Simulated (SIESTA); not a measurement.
**BaTiO3 in SIESTA: the effect of functional**

BaTiO3:

```
CELL_PARAMETERS angstrom
4.00600 0.00000 0.00000
0.00000 4.00600 0.00000
0.00000 0.00000 4.00600
ATOMIC_POSITIONS crystal
Ba 0.50000 0.50000 0.50000
Ti 0.00000 0.00000 0.00000
O 0.00000 0.00000 0.50000
O 0.00000 0.50000 0.00000
O 0.50000 0.00000 0.00000
```

Alike in all runs:

| Quantity | Value |
| --- | --- |
| Program | SIESTA 5.4.2 |
| Task | band structure |
| Basis | DZP (energy shift 0.003 Ry; two zetas on semicore shells; d shell added on Ba) |
| Grid cutoff | 800 Ry |
| Energy shift | 0.003 Ry |
| k mesh | 7 × 7 × 7 |
| Occupations | fermi-dirac, width 0.05 eV |
| Spin | no spin polarisation |

Question: One run gave: gap on the mesh 1.79 eV; pressure 9.9 GPa. Which functional did it use?
A. AM05
B. LDA
C. BLYP
D. vdW-DF-cx

Answer: C.

```csv
functional,potentials or basis,gap on the mesh (eV),pressure (GPa)
LDA,PseudoDojo 0.4 standard (LDA files),1.68,-7.1
AM05,PseudoDojo 0.4 standard (PBEsol files),1.71,-1.7
BLYP,PseudoDojo 0.4 standard (PBE files),1.79,9.9
vdW-DF-cx,PseudoDojo 0.4 standard (PBE files),1.75,-1.1
```

Caveats: this set's barium file shifts pressures by up to 1 GPa against other sets; spin-orbit coupling is left out, which moves the levels of the heavy elements; the basis of atomic orbitals isn't converged, which shifts pressures, moduli and gaps; the potentials were made for another functional, which shifts forces and pressure (some runs).

A k mesh can miss the band edges.
